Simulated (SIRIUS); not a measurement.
# SnSe (Cm) in SIRIUS: single point with PBEsol

Aim: the single point of SnSe with PBEsol.

All numbers are computed with SIRIUS 7.12.0; they aren't measurements. Logs are shortened: lines on timing, memory, paths and dates and some standing lists are left out, and cuts for length are marked. The log counts tension as positive stress, the text compression.

## 1. The cell of the first run

The typed cell holds 2 atoms: a = 4.257 Å, b = 4.257 Å, c = 4.257 Å, α = 60.00°, β = 60.00°, γ = 60.00°.

## 2. Single point, PBEsol (atoms moved at random)

sirius.json

```json
{
  "control": {
    "processing_unit": "cpu",
    "std_evp_solver_name": "lapack",
    "gen_evp_solver_name": "lapack",
    "verbosity": 2,
    "print_forces": true,
    "ortho_rf": true,
    "use_second_variation": true,
    "rmt_max": 3.0,
    "num_bands_to_print": 24,
    "save_wf": true
  },
  "parameters": {
    "electronic_structure_method": "full_potential_lapwlo",
    "xc_functionals": ["XC_GGA_X_PBE_SOL", "XC_GGA_C_PBE_SOL"],
    "core_relativity": "dirac",
    "valence_relativity": "iora",
    "num_fv_states": 29,
    "smearing": "fermi_dirac",
    "smearing_width": 0.0018374661,
    "pw_cutoff": 20,
    "gk_cutoff": 3.5,
    "lmax_apw": 10,
    "lmax_rho": 8,
    "lmax_pot": 8,
    "num_mag_dims": 0,
    "auto_rmt": 0,
    "ngridk": [8, 8, 8],
    "shiftk": [0, 0, 0],
    "num_dft_iter": 80,
    "energy_tol": 1e-07,
    "density_tol": 1e-05,
    "use_symmetry": true
  },
  "settings": {"tol_ne": 1e-10},
  "iterative_solver": {"type": "exact"},
  "mixer": {"type": "anderson", "beta": 0.5, "max_history": 8},
  "unit_cell": {
    "lattice_vectors": [[0.0, 5.6880756351, 5.6880756351], [5.6880756351, 0.0, 5.6880756351], [5.6880756351, 5.6880756351, 0.0]],
    "atom_types": ["Se", "Sn"],
    "atom_files": {"Se": "Se.json", "Sn": "Sn.json"},
    "atoms": {"Se": [[0.496378, 0.505111, 0.503625]], "Sn": [[-0.018403, 0.002314, 0.006399]]}
  }
}
```

Se.json

```json
{
  "name": "selenium",
  "symbol": "Se",
  "number": 34,
  "mass": 78.96,
  "rmin": 1e-06,
  "rmt": 2.4,
  "nrmt": 800,
  "rinf": 13.6,
  "core": "1s2s2p3s",
  "valence": [
    {"basis": [{"enu": -0.03, "dme": 0, "n": 0, "auto": 0}, {"enu": -0.03, "dme": 1, "n": 0, "auto": 0}]},
    {"l": 0, "n": 1, "basis": [{"enu": -0.0783, "dme": 0, "n": 0, "auto": 0}]},
    {"l": 1, "n": 2, "basis": [{"enu": 0.07, "dme": 0, "n": 0, "auto": 0}]},
    {"l": 2, "n": 3, "basis": [{"enu": 0.07, "dme": 0, "n": 0, "auto": 0}]},
    {"l": 3, "n": 4, "basis": [{"enu": 0.07, "dme": 0, "n": 0, "auto": 0}]}
  ],
  "lo": [
    {
      "l": 0,
      "basis": [{"enu": -0.0783, "dme": 0, "n": 0, "auto": 0}, {"enu": -0.0783, "dme": 1, "n": 0, "auto": 0}]
    },
    {
      "l": 0,
      "basis": [{"enu": -0.0783, "dme": 1, "n": 0, "auto": 0}, {"enu": -0.0783, "dme": 2, "n": 0, "auto": 0}]
    },
    {
      "l": 0,
      "basis": [{"enu": -0.0783, "dme": 0, "n": 0, "auto": 0}, {"enu": 2.005, "dme": 0, "n": 0, "auto": 0}]
    },
    {"l": 1, "basis": [{"enu": 0.07, "dme": 0, "n": 0, "auto": 0}, {"enu": 0.07, "dme": 1, "n": 0, "auto": 0}]},
    {
      "l": 1,
      "basis": [{"enu": -5.2906, "dme": 0, "n": 3, "auto": 1}, {"enu": -5.2906, "dme": 1, "n": 3, "auto": 1}]
    },
    {
      "l": 1,
      "basis": [{"enu": -5.2906, "dme": 1, "n": 3, "auto": 1}, {"enu": 0.07, "dme": 0, "n": 0, "auto": 0}]
    },
    {"l": 1, "basis": [{"enu": 0.07, "dme": 0, "n": 0, "auto": 0}, {"enu": 3.2644, "dme": 0, "n": 0, "auto": 0}]},
    {"l": 2, "basis": [{"enu": 0.07, "dme": 0, "n": 0, "auto": 0}, {"enu": 0.07, "dme": 1, "n": 0, "auto": 0}]},
    {
      "l": 2,
      "basis": [{"enu": -1.6495, "dme": 0, "n": 3, "auto": 1}, {"enu": -1.6495, "dme": 1, "n": 3, "auto": 1}]
    },
    {
      "l": 2,
      "basis": [{"enu": -1.6495, "dme": 1, "n": 3, "auto": 1}, {"enu": 0.07, "dme": 0, "n": 0, "auto": 0}]
    },
    {"l": 2, "basis": [{"enu": 0.07, "dme": 0, "n": 0, "auto": 0}, {"enu": 3.6811, "dme": 0, "n": 0, "auto": 0}]},
    {"l": 3, "basis": [{"enu": 0.07, "dme": 0, "n": 0, "auto": 0}, {"enu": 0.07, "dme": 1, "n": 0, "auto": 0}]},
    {"l": 3, "basis": [{"enu": 0.07, "dme": 0, "n": 0, "auto": 0}, {"enu": 3.0908, "dme": 0, "n": 0, "auto": 0}]}
  ],
  "free_atom": [... radial grid and density of the free atom, the start of the SCF ...]
}
```

Sn.json

```json
{
  "name": "tin",
  "symbol": "Sn",
  "number": 50,
  "mass": 118.71,
  "rmin": 1e-06,
  "rmt": 2.54,
  "nrmt": 800,
  "rinf": 17.22,
  "core": "1s2s2p3s3p3d",
  "valence": [
    {"basis": [{"enu": -0.03, "dme": 0, "n": 0, "auto": 0}, {"enu": -0.03, "dme": 1, "n": 0, "auto": 0}]},
    {"l": 0, "n": 1, "basis": [{"enu": -0.007, "dme": 0, "n": 0, "auto": 0}]},
    {"l": 1, "n": 2, "basis": [{"enu": 0.07, "dme": 0, "n": 0, "auto": 0}]},
    {"l": 2, "n": 3, "basis": [{"enu": 0.07, "dme": 0, "n": 0, "auto": 0}]},
    {"l": 3, "n": 4, "basis": [{"enu": 0.07, "dme": 0, "n": 0, "auto": 0}]}
  ],
  "lo": [
    {
      "l": 0,
      "basis": [{"enu": -0.007, "dme": 0, "n": 0, "auto": 0}, {"enu": -0.007, "dme": 1, "n": 0, "auto": 0}]
    },
    {
      "l": 0,
      "basis": [{"enu": -4.6845, "dme": 0, "n": 4, "auto": 1}, {"enu": -4.6845, "dme": 1, "n": 4, "auto": 1}]
    },
    {
      "l": 0,
      "basis": [{"enu": -4.6845, "dme": 1, "n": 4, "auto": 1}, {"enu": -0.007, "dme": 0, "n": 0, "auto": 0}]
    },
    {
      "l": 0,
      "basis": [{"enu": -0.007, "dme": 0, "n": 0, "auto": 0}, {"enu": 2.473, "dme": 0, "n": 0, "auto": 0}]
    },
    {"l": 1, "basis": [{"enu": 0.07, "dme": 0, "n": 0, "auto": 0}, {"enu": 0.07, "dme": 1, "n": 0, "auto": 0}]},
    {
      "l": 1,
      "basis": [{"enu": -3.0743, "dme": 0, "n": 4, "auto": 1}, {"enu": -3.0743, "dme": 1, "n": 4, "auto": 1}]
    },
    {
      "l": 1,
      "basis": [{"enu": -3.0743, "dme": 1, "n": 4, "auto": 1}, {"enu": 0.07, "dme": 0, "n": 0, "auto": 0}]
    },
    {"l": 1, "basis": [{"enu": 0.07, "dme": 0, "n": 0, "auto": 0}, {"enu": 2.922, "dme": 0, "n": 0, "auto": 0}]},
    {"l": 2, "basis": [{"enu": 0.07, "dme": 0, "n": 0, "auto": 0}, {"enu": 0.07, "dme": 1, "n": 0, "auto": 0}]},
    {
      "l": 2,
      "basis": [{"enu": -0.7416, "dme": 0, "n": 4, "auto": 1}, {"enu": -0.7416, "dme": 1, "n": 4, "auto": 1}]
    },
    {
      "l": 2,
      "basis": [{"enu": -0.7416, "dme": 1, "n": 4, "auto": 1}, {"enu": 0.07, "dme": 0, "n": 0, "auto": 0}]
    },
    {"l": 2, "basis": [{"enu": 0.07, "dme": 0, "n": 0, "auto": 0}, {"enu": 3.294, "dme": 0, "n": 0, "auto": 0}]},
    {"l": 3, "basis": [{"enu": 0.07, "dme": 0, "n": 0, "auto": 0}, {"enu": 0.07, "dme": 1, "n": 0, "auto": 0}]},
    {"l": 3, "basis": [{"enu": 0.07, "dme": 0, "n": 0, "auto": 0}, {"enu": 2.767, "dme": 0, "n": 0, "auto": 0}]}
  ],
  "free_atom": [... radial grid and density of the free atom, the start of the SCF ...]
}
```

sirius_start.json

```json
{
  "control": {
    "processing_unit": "cpu",
    "std_evp_solver_name": "lapack",
    "gen_evp_solver_name": "lapack",
    "verbosity": 1,
    "print_forces": false,
    "ortho_rf": true,
    "use_second_variation": true,
    "rmt_max": 3.0,
    "num_bands_to_print": 24,
    "save_wf": false
  },
  "parameters": {
    "electronic_structure_method": "full_potential_lapwlo",
    "xc_functionals": ["XC_LDA_X", "XC_LDA_C_PW"],
    "core_relativity": "dirac",
    "valence_relativity": "iora",
    "num_fv_states": 29,
    "smearing": "fermi_dirac",
    "smearing_width": 0.0055123983,
    "pw_cutoff": 20,
    "gk_cutoff": 2.8,
    "lmax_apw": 10,
    "lmax_rho": 8,
    "lmax_pot": 8,
    "num_mag_dims": 0,
    "auto_rmt": 0,
    "ngridk": [3, 3, 3],
    "shiftk": [0, 0, 0],
    "num_dft_iter": 30,
    "energy_tol": 0.01,
    "density_tol": 0.05,
    "use_symmetry": true
  },
  "settings": {"tol_ne": 1e-10},
  "iterative_solver": {"type": "exact"},
  "mixer": {"type": "anderson", "beta": 0.5, "max_history": 8},
  "unit_cell": {
    "lattice_vectors": [[0.0, 5.6880756351, 5.6880756351], [5.6880756351, 0.0, 5.6880756351], [5.6880756351, 5.6880756351, 0.0]],
    "atom_types": ["Se", "Sn"],
    "atom_files": {"Se": "Se.json", "Sn": "Sn.json"},
    "atoms": {"Se": [[0.496378, 0.505111, 0.503625]], "Sn": [[-0.018403, 0.002314, 0.006399]]}
  }
}
```

Potentials or basis: all-electron FP-LAPW, apw+lo standard.

Command:

```sh
$ OMP_NUM_THREADS=1 sirius.scf --input=sirius_start.json --output=start.json
$ OMP_NUM_THREADS=1 sirius.scf --input=sirius.json --output=output.json --task=1
```

Standard output:

```text
[info] SIRIUS version : 7.12.0
[info] number of MPI ranks           : 1
[info] MPI grid                      : 1 1
[info] maximum number of OMP threads : 1
[fft] FFT context for density and potential
[fft] =====================================
[fft]   plane wave cutoff                     : 20
[fft]   grid size                             : 54 54 54   total : 157464
[fft]   grid limits                           : -26 27   -26 27   -26 27
[fft]   number of G-vectors within the cutoff : 49757
[fft]   number of G-shells                    : 1301
[fft] FFT context for coarse grid
[fft] =====================================
[fft]   plane wave cutoff                     : 7
[fft]   grid size                             : 20 20 20   total : 8000
[fft]   grid limits                           : -9 10   -9 10   -9 10
[fft]   number of G-vectors within the cutoff : 2109
[fft]   number of G-shells                    : 80
[unit cell] lattice vectors
[unit cell]   a1 :       0.0000000000      5.6880756351      5.6880756351
[unit cell]   a2 :       5.6880756351      0.0000000000      5.6880756351
[unit cell]   a3 :       5.6880756351      5.6880756351      0.0000000000
[unit cell] reciprocal lattice vectors
[unit cell]   b1 :      -0.5523120393      0.5523120393      0.5523120393
[unit cell]   b2 :       0.5523120393     -0.5523120393      0.5523120393
[unit cell]   b3 :       0.5523120393      0.5523120393     -0.5523120393
[unit cell] unit cell volume :       368.06632383 [a.u.^3]
[unit cell] 1/sqrt(omega)    :         0.05212391
[unit cell] MT volume        :       126.54780896 (34.38%)
[unit cell] IT volume        :       241.51851487 (65.62%)
[unit cell] number of atom types : 2
[unit cell] type id : 0 symbol : Se mt_radius :   2.400000 num_atoms : 1
[unit cell] type id : 1 symbol : Sn mt_radius :   2.540000 num_atoms : 1
[unit cell] total number of atoms : 2
[unit cell] number of symmetry classes : 2
[unit cell] atom id  type id  class id             position                      vector_field
[unit cell] ------------------------------------------------------------------------------------------
[unit cell]      0        0        0      0.49638   0.50511   0.50362      0.00000   0.00000   0.00000
[... 601 lines left out ...]
[diagonalize] ik:  259   -5.232372   -5.232348   -5.232346   -4.572923   -2.949465   -2.949452   -2.949438   -1.573098   -1.573085   -1.573033   -1.573028   -1.573013   -0.609306   -0.609299   -0.608875   -0.608487   -0.608477   -0.294715   -0.115206    0.109414    0.109958    0.177504    0.202863    0.226228
[generate_core_charge_density] atom class : 0
[generate_core_charge_density]   n,l,k : 1 0 1  energy :        -458.69433451
[generate_core_charge_density]   n,l,k : 2 0 1  energy :         -58.62036992
[generate_core_charge_density]   n,l,k : 2 1 1  energy :         -52.56503614
[generate_core_charge_density]   n,l,k : 2 1 2  energy :         -51.03190460
[generate_core_charge_density]   n,l,k : 3 0 1  energy :          -7.44978242
[generate_core_charge_density] atom class : 1
[generate_core_charge_density]   n,l,k : 1 0 1  energy :       -1064.70442688
[generate_core_charge_density]   n,l,k : 2 0 1  energy :        -160.41641398
[generate_core_charge_density]   n,l,k : 2 1 1  energy :        -149.84395012
[generate_core_charge_density]   n,l,k : 2 1 2  energy :        -141.37390761
[generate_core_charge_density]   n,l,k : 3 0 1  energy :         -30.67734952
[... 25 lines left out ...]
[find] valence_eval_sum               :     -80.12657166
[find] core_eval_sum                  :   -5057.92925417
[find] kinetic energy                 :    8986.21281413
[find] enuc                           :  -10443.64232922
[find] <rho|V^{XC}>                   :    -327.01779841
[find] <rho|E^{XC}>                   :    -248.89656876
[find] <mag|B^{XC}>                   :       0.00000000
[find] <rho|V^{H}>                    :  -13797.25084156
[find] smearing (-TS)                 :      -0.00000136
[find] SCF correction                 :       0.00020892
[find] Total energy                   :   -8604.95129571 (Ha),  -17209.90259142 (Ry)
[find] Free energy (E-TS)             :   -8604.95129707 (Ha),  -17209.90259414 (Ry)
[find] band gap (eV)                  :       0.64142820
[find] Efermi                         :       0.19346156
[find] iteration : 6, RMS (target) : 7.0423e-06 (1.0000e-05) , energy difference (target) : 3.4368e-08 (1.0000e-07)
[find] converged after 7 SCF iterations!
[find] Charges and magnetic moments
[find] --------------------------------------------------------------------------------
[find] atom      charge    core leakage
[find] --------------------------------------------------------------------------------
[find]    0   32.427918    2.714742e-06
[find]    1   47.828073    8.100784e-11
[find] total core leakage    : 2.71482330e-06
[find] interstitial charge   : 3.744004
[find] total charge          : 83.999995
[find] Energy
[find] --------------------------------------------------------------------------------
[find] valence_eval_sum               :     -80.12657166
[find] core_eval_sum                  :   -5057.92925417
[find] kinetic energy                 :    8986.21281413
[find] enuc                           :  -10443.64232922
[find] <rho|V^{XC}>                   :    -327.01779841
[find] <rho|E^{XC}>                   :    -248.89656876
[find] <mag|B^{XC}>                   :       0.00000000
[find] <rho|V^{H}>                    :  -13797.25084156
[find] smearing (-TS)                 :      -0.00000136
[find] SCF correction                 :       0.00020892
[find] Total energy                   :   -8604.95129571 (Ha),  -17209.90259142 (Ry)
[find] Free energy (E-TS)             :   -8604.95129707 (Ha),  -17209.90259414 (Ry)
[find] band gap (eV)                  :       0.64142820
[find] Efermi                         :       0.19346156
[ground_state]
[ground_state] ==== total Forces in Ha/bohr =====
[ground_state] atom:    0, force:       0.0000000      0.0000092      0.0000081
[ground_state] atom:    1, force:      -0.0000000     -0.0000014      0.0000032
[ground_state] ==== contribution from density =====
[ground_state] atom:    0, force:       0.0000095      0.0048922      0.0070081
[ground_state] atom:    1, force:      -0.0000612     -0.0317577     -0.0461696
[ground_state] ==== contribution from Hartree potential =====
[ground_state] atom:    0, force:      -0.0000206     -0.0106884     -0.0155354
[ground_state] atom:    1, force:       0.0000684      0.0355564      0.0517786
[ground_state] ==== contribution from IBS =====
[ground_state] atom:    0, force:       0.0000111      0.0058054      0.0085354
[ground_state] atom:    1, force:      -0.0000072     -0.0038002     -0.0056058
```

It took 3.8 min on 1 thread of Arm Neoverse V2, shared host; peak memory 1.3 GiB.

What came out:

```yaml
Free_energy: -234152.6534 eV
Band_gap_on_the_k_mesh: 0.64 eV, direct
All_electrons_inside_the_program's_atomic_spheres: Sn 47.83; Se 32.43 (radii Se 2.4, Sn 2.54 bohr)
```

Caveat: spin-orbit coupling is left out, which moves the levels of the heavy elements. A k mesh can miss the band edges.
